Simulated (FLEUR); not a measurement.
# CoO and the effect of the Hubbard U on Co d

Space group R-3m:H (No. 166). a = 3.011 Å, b = 3.011 Å, c = 7.320 Å, α = 90.00°, β = 90.00°, γ = 120.00°
```json
{"atom": "Co", "site": "3a", "symmetry": "-3m", "x": "0.0000", "y": "0.0000", "z": "0.0000"}
{"atom": "O", "site": "3b", "symmetry": "-3m", "x": "0.3333", "y": "0.6667", "z": "0.1667"}
```

The cell is a database's computed one, not the measured one.

Kept alike: task single point; functional PBEsol; k mesh 9 × 9 × 9; occupations fermi-dirac, width 0.05 eV; collinear spin, ferromagnetic start. Program: FLEUR, all-electron, FLAPW. The mesh is that of the run's cell of 2 atoms. No spin-orbit coupling.

| run | largest site moment (μB) |
| --- | --- |
| A | 2.74 |
| B | 2.55 |
| C | 2.75 |
| D | 2.67 |
| E | 2.72 |
| F | 2.69 |

For a metal such a mesh leaves the last digits unconverged. The measured crystal is an antiferromagnetic insulator; a metallic or parallel state is the runs' own. How U acts hangs on the program's projectors. The runs hold the magnetic state that their start led to, which needn't be the lowest. Site moments count inside each atom's sphere or projector.

Q: The runs differ in the Hubbard U on Co d alone: 0; 2; 3; 4; 5; 6 eV. Which run is which?

A: Run A is 5 eV; run B is 0 eV; run C is 6 eV; run D is 2 eV; run E is 4 eV; run F is 3 eV. The largest site moment rises from 2.55 to 2.75 μB between 0 and 6 eV. U favours whole occupations of the shell, which as a rule raises the local moment.
